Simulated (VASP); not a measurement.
# HgSe (F-43m) in VASP: settings compared

Aim: see how the results for HgSe move with the level of theory and the settings. Levels: PBE, LDA. Tasks: relaxation of cell and atoms.

All numbers are computed with VASP 6.6.1; they aren't measurements. Logs are shortened: lines on timing, memory, paths and dates and some standing lists are left out, and cuts for length are marked.

## Step 1: The crystal as given

Symmetry: F-43m, No. 216, cubic system. Conventional cell: a = 6.078 Å, b = 6.078 Å, c = 6.078 Å, α = 90.00°, β = 90.00°, γ = 90.00°. Around Hg (site symmetry -43m) lie 4 Se at 2.63 Å. Se (site symmetry -43m) is surrounded by 4 Hg at 2.63 Å.

## Step 2: Relaxation of cell and atoms, PBE

INCAR reads:

```
PREC = Accurate
ENCUT = 600
EDIFF = 1E-6
ISMEAR = 0
SIGMA = 0.03
LREAL = False
LASPH = True
NELM = 80
ALGO = Normal
ISIF = 3
LWAVE = False
LCHARG = False
GGA = PE
IBRION = 2
NSW = 90
EDIFFG = -0.01
```

KPOINTS reads:

```
regular mesh
0
Gamma
  10 10 10
```

POSCAR reads:

```
HgSe
1.0
    0.0000000000      3.0390000000      3.0390000000
    3.0390000000      0.0000000000      3.0390000000
    3.0390000000      3.0390000000      0.0000000000
Hg Se
1 1
Direct
    0.0000000000      0.0000000000      0.0000000000
    0.2500000000      0.2500000000      0.2500000000
```

Potentials or basis: VASP PAW PBE potentials, release 64 (Hg, Se).

Launch:

```console
> cat potpaw_PBE.64/Hg/POTCAR potpaw_PBE.64/Se/POTCAR > POTCAR
> mpirun -np 1 vasp_std > vasp.out
```

OUTCAR:

```text
PREC = Accurate
   ENCUT = 600
   EDIFF = 1E-6
   ISMEAR = 0
   LREAL = False
   LASPH = True
   NELM = 80
   ISIF = 3
   GGA = PE
   IBRION = 2
   NSW = 90
   EDIFFG = -0.01

 ion  position               nearest neighbor table
   1  0.000  0.000  0.000-   2 2.63   2 2.63   2 2.63   2 2.63
   2  0.250  0.250  0.250-   1 2.63   1 2.63   1 2.63   1 2.63

  LATTYP: Found a face centered cubic cell.
 ALAT       =     6.0780000000

  Lattice vectors:

 A1 = (   0.0000000000,   3.0390000000,   3.0390000000)
 A2 = (   3.0390000000,   0.0000000000,   3.0390000000)
 A3 = (   3.0390000000,   3.0390000000,   0.0000000000)

Analysis of symmetry for initial positions (statically):
=====================================================================
 Subroutine PRICEL returns:
 Original cell was already a primitive cell.

 Routine SETGRP: Setting up the symmetry group for a
 face centered cubic supercell.

 Subroutine GETGRP returns: Found 24 space group operations
 (whereof 24 operations were pure point group operations)
 out of a pool of 48 trial point group operations.

The static configuration has the point symmetry T_d .

Analysis of symmetry for dynamics (positions and initial velocities):
=====================================================================
 Subroutine PRICEL returns:
 Original cell was already a primitive cell.

 Routine SETGRP: Setting up the symmetry group for a
 face centered cubic supercell.

 Subroutine GETGRP returns: Found 24 space group operations
 (whereof 24 operations were pure point group operations)
 out of a pool of 48 trial point group operations.

The dynamic configuration has the point symmetry T_d .

 Subroutine INISYM returns: Found 24 space group operations
 (whereof 24 operations are pure point group operations),
 and found     1 'primitive' translations

----------------------------------------------------------------------------------------

                                     Primitive cell

  volume of cell :      56.1335

  direct lattice vectors                    reciprocal lattice vectors
     0.000000000  3.039000000  3.039000000    -0.164527805  0.164527805  0.164527805
     3.039000000  0.000000000  3.039000000     0.164527805 -0.164527805  0.164527805
     3.039000000  3.039000000  0.000000000     0.164527805  0.164527805 -0.164527805

  length of vectors
     4.297795016  4.297795016  4.297795016     0.284970518  0.284970518  0.284970518

  position of ions in fractional coordinates (direct lattice)
     0.000000000  0.000000000  0.000000000
     0.250000000  0.250000000  0.250000000

  ion indices of the primitive-cell ions
   primitive index   ion index
                 1           1
                 2           2

----------------------------------------------------------------------------------------

 KPOINTS: regular mesh

Automatic generation of k-mesh.
 Grid dimensions read from file:
 generate k-points for:   10   10   10

 Generating k-lattice:

  Cartesian coordinates                     Fractional coordinates (reciprocal lattice)
    -0.016452781  0.016452781  0.016452781     0.100000000  0.000000000  0.000000000
     0.016452781 -0.016452781  0.016452781     0.000000000  0.100000000  0.000000000
     0.016452781  0.016452781 -0.016452781     0.000000000  0.000000000  0.100000000

  Length of vectors
     0.028497052  0.028497052  0.028497052

  Shift w.r.t. Gamma in fractional coordinates (k-lattice)
     0.000000000  0.000000000  0.000000000

 Subroutine IBZKPT returns following result:
 ===========================================

 Found     47 irreducible k-points:

 Following reciprocal coordinates:
            Coordinates               Weight
  0.000000  0.000000  0.000000      1.000000
  0.100000  0.000000  0.000000      8.000000
  0.200000  0.000000  0.000000      8.000000
  0.300000  0.000000  0.000000      8.000000
  0.400000  0.000000  0.000000      8.000000
  0.500000  0.000000  0.000000      4.000000
[... 16 lines left out ...]
  0.300000  0.300000  0.000000      6.000000
  0.400000  0.300000  0.000000     24.000000
 [... further k-points ...]
   k-points           NKPTS =     47   k-points in BZ     NKDIM =     47   number of bands    NBANDS=     13
   number of dos      NEDOS =    301   number of ions     NIONS =      2
   total plane-waves  NPLWV =  46656
   dimension x,y,z NGX =    36 NGY =   36 NGZ =   36
   dimension x,y,z NGXF=    72 NGYF=   72 NGZF=   72
   ions per type =               1   1
   NGX,Y,Z   is equivalent  to a cutoff of  13.93, 13.93, 13.93 a.u.
   NGXF,Y,Z  is equivalent  to a cutoff of  27.85, 27.85, 27.85 a.u.
 SYSTEM =  unknown system
   PREC   = accura    normal or accurate (medium, high low for compatibility)
   ISTART =      0    job   : 0-new  1-cont  2-samecut
   ICHARG =      2    charge: 1-file 2-atom 10-const
   ISPIN  =      1    spin polarized calculation?
   LNONCOLLINEAR =      F non collinear calculations
   LSORBIT =      F    spin-orbit coupling
   LASPH  =      T    aspherical Exc in radial PAW
   ENCUT  =  600.0 eV  44.10 Ry    6.64 a.u.   8.58  8.58  8.58*2*pi/ulx,y,z
   NELM   =     80;   NELMIN=  2; NELMDL= -5     # of ELM steps
   EDIFF  = 0.1E-05   stopping-criterion for ELM
   LREAL  =      F    real-space projection
   EDIFFG = -.1E-01   stopping-criterion for IOM
   NSW    =     90    number of steps for IOM
   IBRION =      2    ionic relax: 0-MD 1-quasi-New 2-CG
   NFREE  =      1    steps in history (QN), initial steepest desc. (CG)
   ISIF   =      3    stress and relaxation
   ISYM   =      2    0-nonsym 1-usesym 2-fastsym
   POTIM  = 0.5000    time-step for ionic-motion
   TEBEG  =    0.0;   TEEND  =   0.0 temperature during run
   PSTRESS=    0.0 pullay stress
   NELECT =      18.0000    total number of electrons
   NUPDOWN=      -1.0000    fix difference up-down
   EMIN   =  10.00;   EMAX   =-10.00  energy-range for DOS
   EFERMI =   0.00;   METHOD = LEGACY
   ISMEAR =     0;   SIGMA  =   0.03  broadening in eV -4-tet -1-fermi 0-gaus
   EFERMI_NEDOS =   21; number of points for ismear=-14 and -15
   IALGO  =     38    algorithm
   IMIX   =      4    mixing-type and parameters
     AMIX     =   0.40;   BMIX     =  1.00
     AMIX_MAG =   1.60;   BMIX_MAG =  1.00
  volume/ion in A,a.u.               =      28.07       189.40
  Fermi-wavevector in a.u.,A,eV,Ry     =   1.120534  2.117502 17.083421  1.255596
  Thomas-Fermi vector in A             =   2.257181
   LORBIT       =      0    0 simple, 1 ext, 2 COOP (PROOUT), +10 PAW based schemes
   GGA     = PE    functional components
   LHFCALC =     F    Hartree Fock is set to
   AEXX    =    0.0000 exact exchange contribution
   IVDW    =     0    specifies the selected vdW correction
   LEPSILON=     F    determine dielectric tensor
   LRPA    =     F    only Hartree local field effects (RPA)
 conjugate gradient relaxation of ions
 non-spin polarized calculation
 Gauss-broadening in eV      SIGMA  =   0.03
  energy-cutoff  :      600.00
  volume of cell :       56.13
 maximum number of plane-waves:      1895
 NGX is ok and might be reduce to    36
   NGX = 17   NGY = 17   NGZ = 17

--------------------------------------- Ionic step        1  -------------------------------------------

 number of electron      17.9999998 magnetization

 Free energy of the ion-electron system (eV)
  ---------------------------------------------------
  ext. energy  EPLUGINS =         0.00000000
  ---------------------------------------------------
  free energy    TOTEN  =        -4.00991063 eV

  energy without entropy =       -4.00986436  energy(sigma->0) =       -4.00988750

------------------------ aborting loop because EDIFF is reached ----------------------------------------

  FORCE on cell =-STRESS in cart. coord.  units (eV):
  Direction    XX          YY          ZZ          XY          YZ          ZX
  --------------------------------------------------------------------------------------
  -------------------------------------------------------------------------------------
  Total        1.7711850      1.7711850      1.7711850      0.0000000     -0.0000000      0.0000000
  in kB       50.5536364     50.5536364     50.5536364      0.0000000     -0.0000000      0.0000000
  external PRESSURE =      50.5536364 kB  Pullay stress =       0.0000000 kB
[... 57 lines left out ...]
  energy  without entropy=       -4.0801064670  energy(sigma->0) =       -4.08012962

--------------------------------------- Ionic step        3  -------------------------------------------

 number of electron      18.0000002 magnetization

 Free energy of the ion-electron system (eV)
  ---------------------------------------------------
  ext. energy  EPLUGINS =         0.00000000
  ---------------------------------------------------
  free energy    TOTEN  =        -4.08845566 eV

  energy without entropy =       -4.08840937  energy(sigma->0) =       -4.08843251

 E-fermi :   0.9260     XC(G=0):  -8.6276

 val. band max:        0.9168609965   @ k =   0.0000   0.0000   0.0000
 cond. band min:       1.3312146122   @ k =   0.1000   0.0000   0.0000
 fundamental gap:      0.4143536157
 Fermi energy:         0.9259991041

 k-point     1 :       0.0000    0.0000    0.0000
  band No.  band energies     occupation
      1     -11.9461      2.00000
      2      -5.7490      2.00000
      3      -5.7490      2.00000
      4      -5.7490      2.00000
      5      -5.1514      2.00000
      6      -5.1514      2.00000
      7      -0.1317      2.00000
      8       0.9169      1.33337
      9       0.9169      1.33337
     10       0.9169      1.33337
     11       6.5097      0.00000
     12       6.5097      0.00000
     13       6.5097      0.00000
[... 353 lines left out ...]
 k-point    24 :       0.4000    0.3000    0.0000
  band No.  band energies     occupation
      1     -11.5401      2.00000
      2      -5.5907      2.00000
      3      -5.4519      2.00000
      4      -5.4262      2.00000
      5      -5.0933      2.00000
      6      -5.0847      2.00000
      7      -3.0771      2.00000
      8      -0.7654      2.00000
      9      -0.6202      2.00000
     10       3.5234      0.00000
     11       4.5605      0.00000
     12       8.2017      0.00000
     13       8.9750      0.00000

 [... further k-points ...]

------------------------ aborting loop because EDIFF is reached ----------------------------------------

  FORCE on cell =-STRESS in cart. coord.  units (eV):
  Direction    XX          YY          ZZ          XY          YZ          ZX
  --------------------------------------------------------------------------------------
  -------------------------------------------------------------------------------------
  Total        0.0077655      0.0077655      0.0077655      0.0000000      0.0000000      0.0000000
  in kB        0.2020178      0.2020178      0.2020178      0.0000000      0.0000000      0.0000000
  external PRESSURE =       0.2020178 kB  Pullay stress =       0.0000000 kB
[... 17 lines left out ...]
  FREE ENERGIE OF THE ION-ELECTRON SYSTEM (eV)
  ---------------------------------------------------
  free  energy   TOTEN  =        -4.0884556581 eV

  energy  without entropy=       -4.0884093697  energy(sigma->0) =       -4.08843251

 reached required accuracy - stopping structural energy minimisation
```

Run time: 81 s. Hardware: 1 thread of Intel Xeon Platinum 8488C (Sapphire Rapids), shared host; peak memory 0.23 GiB.

Results:

```
Free energy                            : -4.0885 eV
Relaxed volume                         : 30.79 Å³/atom
Relaxed cell                           : a = 4.433 Å, b = 4.433 Å, c = 4.433 Å, α = 60.00°, β = 60.00°, γ = 60.00°
Space group after relaxing (to 0.05 Å) : F-43m (No. 216)
Energy gained by relaxing              : 39.3 meV/atom
Ionic steps                            : 3
Pressure after relaxing                : 0.0 GPa
Band gap on the k mesh                 : none (metal or under the smearing width)
```

The path:
```csv
step,energy change (eV),largest force (eV/Å),pressure (GPa),volume (Å³)
1,0.0000,0.0000,5.06,56.13
2,-0.0702,0.0000,-1.26,63.64
3,-0.0785,0.0000,0.02,61.59
```

Final structure:
```
Hg Se
1.0
     0.00000    3.13439    3.13439
     3.13439    0.00000    3.13439
     3.13439    3.13439    0.00000
Hg Se
1 1
Direct
  0.00000 0.00000 0.00000
  0.25000 0.25000 0.25000
```

## Step 3: Relaxation of cell and atoms, PBE

This run uses another cell than the first one, of 30.79 Å³/atom, 1.097 times its volume.

INCAR, as its differences from that of step 2:

```diff
@@ -2,3 +2,3 @@
 ENCUT = 600
-EDIFF = 1E-6
+EDIFF = 1E-7
 ISMEAR = 0
@@ -15,2 +15,2 @@
 NSW = 90
-EDIFFG = -0.01
+EDIFFG = -0.005
```

KPOINTS is that of step 2.

POSCAR reads:

```
HgSe                                    
1.0
    0.0000000000      3.1343864752      3.1343864752
    3.1343864752      0.0000000000      3.1343864752
    3.1343864752      3.1343864752      0.0000000000
  Hg              Se            
     1     1
Direct
     0.0000000000000000    0.0000000000000000    0.0000000000000000
     0.2500000000000000    0.2500000000000000    0.2500000000000000
```

Potentials or basis: VASP PAW PBE potentials, release 64 (Hg, Se).

Launch:

```console
> cat potpaw_PBE.64/Hg/POTCAR potpaw_PBE.64/Se/POTCAR > POTCAR
> mpirun -np 1 vasp_std > vasp.out
```

OUTCAR:

```text
PREC = Accurate
   ENCUT = 600
   EDIFF = 1E-7
   ISMEAR = 0
   LREAL = False
   LASPH = True
   NELM = 80
   ISIF = 3
   GGA = PE
   IBRION = 2
   NSW = 90
   EDIFFG = -0.005

 ion  position               nearest neighbor table
   1  0.000  0.000  0.000-   2 2.71   2 2.71   2 2.71   2 2.71
   2  0.250  0.250  0.250-   1 2.71   1 2.71   1 2.71   1 2.71

  LATTYP: Found a face centered cubic cell.
 ALAT       =     6.2687729504

  Lattice vectors:

[... 612 lines left out ...]
      9      -0.6264      2.00000
     10       3.5116      0.00000
     11       4.5528      0.00000
     12       8.1913      0.00000
     13       8.9629      0.00000

 [... further k-points ...]
[... 5 lines left out ...]
  --------------------------------------------------------------------------------------
  -------------------------------------------------------------------------------------
  Total       -0.0030764     -0.0030764     -0.0030764      0.0000000      0.0000000      0.0000000
  in kB       -0.0799448     -0.0799448     -0.0799448      0.0000000      0.0000000      0.0000000
  external PRESSURE =      -0.0799448 kB  Pullay stress =       0.0000000 kB

 VOLUME and BASIS-vectors are now :
 -----------------------------------------------------------------------------
  energy-cutoff  :      600.00
  volume of cell :       61.65
      direct lattice vectors                 reciprocal lattice vectors
     0.000000000  3.135521257  3.135521257    -0.159463119  0.159463119  0.159463119
     3.135521257  0.000000000  3.135521257     0.159463119 -0.159463119  0.159463119
     3.135521257  3.135521257  0.000000000     0.159463119  0.159463119 -0.159463119

 POSITION                                       TOTAL-FORCE (eV/Angst)
 -----------------------------------------------------------------------------------
      3.13552      6.27104      3.13552         0.000000      0.000000      0.000000
      1.56776      1.56776      1.56776        -0.000000     -0.000000     -0.000000
 -----------------------------------------------------------------------------------
    total drift:                               -0.000000     -0.000000     -0.000000

  FREE ENERGIE OF THE ION-ELECTRON SYSTEM (eV)
  ---------------------------------------------------
  free  energy   TOTEN  =        -4.0892164193 eV

  energy  without entropy=       -4.0891701305  energy(sigma->0) =       -4.08919327

 reached required accuracy - stopping structural energy minimisation
```

Wall time 50 s (1 thread of Intel Xeon Platinum 8488C (Sapphire Rapids), shared host); peak memory 0.23 GiB.

Results:

```
Free energy                            : -4.0892 eV
Relaxed volume                         : 30.83 Å³/atom
Relaxed cell                           : a = 4.434 Å, b = 4.434 Å, c = 4.434 Å, α = 60.00°, β = 60.00°, γ = 60.00°
Space group after relaxing (to 0.05 Å) : F-43m (No. 216)
Energy gained by relaxing              : 0.0 meV/atom
Ionic steps                            : 2
Pressure after relaxing                : 0.0 GPa
Band gap on the k mesh                 : none (metal or under the smearing width)
```

Final structure:
```cif
data_structure
_symmetry_space_group_name_H-M 'P 1'
_symmetry_Int_Tables_number 1
_cell_length_a 4.4343
_cell_length_b 4.4343
_cell_length_c 4.4343
_cell_angle_alpha 60.000
_cell_angle_beta 60.000
_cell_angle_gamma 60.000
_cell_volume 61.65
loop_
_atom_site_label
_atom_site_type_symbol
_atom_site_fract_x
_atom_site_fract_y
_atom_site_fract_z
_atom_site_occupancy
Hg1 Hg 0.00000 0.00000 0.00000 1
Se1 Se 0.25000 0.25000 0.25000 1
```

Spin-orbit coupling is left out, which matters for the levels of Hg.

## Step 4: Relaxation of cell and atoms, LDA

INCAR reads:

```
ALGO = Normal
EDIFF = 1E-6
EDIFFG = -0.01
ENCUT = 600
IBRION = 2
ISIF = 3
ISMEAR = 0
LASPH = True
LCHARG = False
LREAL = False
LWAVE = False
NELM = 80
NSW = 90
PREC = Accurate
SIGMA = 0.03
```

KPOINTS reads:

```
k-points
0
Gamma
  10 10 10
```

POSCAR reads:

```
HgSe
1.0
    0.0000000000      3.0390000000      3.0390000000
    3.0390000000      0.0000000000      3.0390000000
    3.0390000000      3.0390000000      0.0000000000
Hg Se
1 1
Direct
    0.0000000000      0.0000000000      0.0000000000
    0.2500000000      0.2500000000      0.2500000000
```

Potentials or basis: VASP PAW LDA potentials, release 64 (Hg, Se).

Launch:

```console
> cat potpaw_LDA.64/Hg/POTCAR potpaw_LDA.64/Se/POTCAR > POTCAR
> mpirun -np 1 vasp_std > vasp.out
```

Run time: 32 s. Hardware: 1 thread of Intel Xeon Platinum 8488C (Sapphire Rapids), shared host; peak memory 0.2 GiB.

The run converged. Its results:

```yaml
Free_energy: -5.4941 eV
Relaxed_volume: 28.12 Å³/atom
Relaxed_cell: a = 4.300 Å, b = 4.300 Å, c = 4.300 Å, α = 60.00°, β = 60.00°, γ = 60.00°
Space_group_after_relaxing_to_0.05_Å: F-43m (No. 216)
Energy_gained_by_relaxing: 0.0 meV/atom
Ionic_steps: 3
Pressure_after_relaxing: 0.0 GPa
Band_gap_on_the_k_mesh: none (metal or under the smearing width)
```

Final structure:
```
Hg Se
1.0
     0.00000    3.04082    3.04082
     3.04082    0.00000    3.04082
     3.04082    3.04082    0.00000
Hg Se
1 1
Cartesian
  0.0000 0.0000 0.0000
  1.5204 1.5204 1.5204
```

Levels at points of the mesh, in eV from the Fermi level:
```csv
k point,band 6,band 7,band 8,band 9,band 10,band 11,band 12,band 13
"(0.00, 0.00, 0.00)",-6.47,-1.12,-0.01,-0.01,-0.01,5.38,5.38,5.38
"(0.50, 0.00, 0.00)",-6.15,-5.60,-0.99,-0.99,0.97,6.14,6.14,6.78
"(0.50, 0.50, 0.00)",-6.11,-5.16,-2.34,-2.34,2.68,2.79,8.23,9.69
```

(Part 1 of 2 ends here.)
